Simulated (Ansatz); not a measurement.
## MgB2 under changes of volume

One of the cells (9.679 Å³/atom); the others are scaled copies at fixed shape and fractional positions:

```
Mg B
1.0
     3.08500    0.00000    0.00000
    -1.54250    2.67169    0.00000
     0.00000    0.00000    3.52300
Mg B
1 2
Direct
  0.00000 0.00000 0.00000
  0.66667 0.33333 0.50000
  0.33333 0.66667 0.50000
```

| Property | Result |
| --- | --- |
| Program | Ansatz 0.2.0 |
| Functional | PBE |
| Potentials or basis | all-electron LAPW, scalar-relativistic |
| Cutoff | 297 eV (chosen from the basis error) |
| Basis error allowed | 0.001 eV/atom |
| k mesh | 10 × 10 × 8 |
| Occupations | fermi-dirac, width 0.05 eV |
| Spin | no spin polarisation |

| volume (Å³/atom) | energy over the lowest point (meV/atom) | pressure (GPa) |
| --- | --- | --- |
| 9.098 | 14.36 | 9.3 |
| 9.292 | 5.38 | 5.6 |
| 9.485 | ? | ? |
| 9.679 | 0.00 | -1.0 |
| 9.873 | 2.88 | -3.8 |
| 10.066 | 9.04 | -6.4 |
| 10.260 | 18.18 | -8.7 |

**Question.** What does the run at 9.485 Å³/atom give?

**Answer.** Energy over the lowest point 0.72 meV/atom; pressure 2.2 GPa.

Worked out: A Birch-Murnaghan fit of order 3 (a polynomial in V^(-2/3)) to the other rows has its minimum at 9.62 Å³/atom with B0 = V·E''(V) = 152 GPa and B' = 3.6 at fixed shape and positions, which overstates the stiffness. It gives 0.73 meV/atom at 9.485 Å³/atom, against the run's 0.72, and -dE/dV = 2.2 GPa, against 2.2.

Energies are extrapolated to zero smearing.
